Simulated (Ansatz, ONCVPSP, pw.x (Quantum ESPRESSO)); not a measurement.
**pw.x on fcc Hf: one setting changed**

Potential: optimised norm-conserving Vanderbilt (ONCV), ONCVPSP 4.0.1.1 (patched build), PBE; core [Kr] 4d10 4f14, reference 5s2 5p6 5d2 6s2; waves: 5s+6s: rc 2.10 bohr, ncon 4, nbas 7, qcut 5.1 1/bohr, 2 projectors; 5p: rc 1.60 bohr, ncon 4, nbas 9, qcut 10.1 1/bohr, 2 projectors, debl 3.5 Ha; 5d: rc 2.82 bohr, ncon 5, nbas 10, qcut 4.2 1/bohr, 2 projectors, debl 0.9 Ha; local part: polynomial inside 1.30 bohr (lpopt 5, dvloc0 0 Ha); core correction: polynomial model core, fcfact 0.7.

The reference run (k-mesh 13³, cutoffs 85/340 Ry, Fermi–Dirac 0.01 Ry, mixing_beta 0.4, conv_thr 1e-9, no spin) gives -1.37 GPa at 22.681 Å³/atom, where all-electron LAPW gives -0.23 GPa. This run, with its own iteration cap, changes k-mesh shift to 1.

```
&control
  calculation='scf', prefix='x', pseudo_dir='./', outdir='./tmp', tstress=.true., disk_io='none'
/
&system
  ibrav=0, nat=1, ntyp=1, ecutwfc=85, ecutrho=340, nbnd=14,
  occupations='smearing', smearing='fd', degauss=0.01
/
&electrons
  conv_thr=1e-09, mixing_beta=0.4, electron_maxstep=60
/
ATOMIC_SPECIES
Hf 1.0 Hf.UPF
CELL_PARAMETERS angstrom
  0.00000000 2.24669474 2.24669474
  2.24669474 0.00000000 2.24669474
  2.24669474 2.24669474 0.00000000
ATOMIC_POSITIONS crystal
Hf 0.0000 0.0000 0.0000
K_POINTS automatic
13 13 13 1 1 1
```

```bash
pw.x < Hf.scf.in > Hf.scf.out
```

Task: How does the run end?

Result: It converges in 7 iterations; the free energy moves by -0.1 meV/atom and the pressure by -0.03 GPa. The result is that of the reference run.

```
Message from routine setup:
     using ibrav=0 with symmetry is DISCOURAGED, use correct ibrav instead
     lattice parameter (alat)  =       6.0042  a.u.
     unit-cell volume          =     153.0590 (a.u.)^3
     number of electrons       =        12.00
     number of Kohn-Sham states=           14
     kinetic-energy cutoff     =      85.0000  Ry
     charge density cutoff     =     340.0000  Ry
     scf convergence threshold =      1.0E-09
     Exchange-correlation= PBE
     number of k points=   231  Fermi-Dirac smearing, width (Ry)=  0.0100
     iteration #  1     ecut=    85.00 Ry     beta= 0.40
     total energy              =    -132.96142864 Ry
     estimated scf accuracy    <       0.01735512 Ry
     iteration #  2     ecut=    85.00 Ry     beta= 0.40
     total energy              =    -132.96109484 Ry
     estimated scf accuracy    <       0.00367429 Ry
     iteration #  3     ecut=    85.00 Ry     beta= 0.40
     total energy              =    -132.96151248 Ry
     estimated scf accuracy    <       0.00015734 Ry
     iteration #  4     ecut=    85.00 Ry     beta= 0.40
     total energy              =    -132.96152232 Ry
     estimated scf accuracy    <       0.00000139 Ry
     iteration #  5     ecut=    85.00 Ry     beta= 0.40
     total energy              =    -132.96152299 Ry
     estimated scf accuracy    <       0.00000011 Ry
     iteration #  6     ecut=    85.00 Ry     beta= 0.40
     total energy              =    -132.96152301 Ry
     estimated scf accuracy    <          2.6E-09 Ry
     iteration #  7     ecut=    85.00 Ry     beta= 0.40
     the Fermi energy is    14.2020 ev
!    total energy              =    -132.96152301 Ry
     estimated scf accuracy    <          4.4E-10 Ry
     smearing contrib. (-TS)   =      -0.00665104 Ry
     The total energy is F=E-TS. E is the sum of the following terms:
     one-electron contribution =     -19.89989064 Ry
     hartree contribution      =      14.31970180 Ry
     xc contribution           =     -49.62191918 Ry
     ewald contribution        =     -77.75276395 Ry
     convergence has been achieved in   7 iterations
          total   stress  (Ry/bohr**3)                   (kbar)     P=      -13.99
     Message from routine punch:
     Nothing written, as per user request (disk_io='none')
```

The run took about 58 s on one core of a shared host (Neoverse-V2, 48 threads, 185 GiB, load 36).
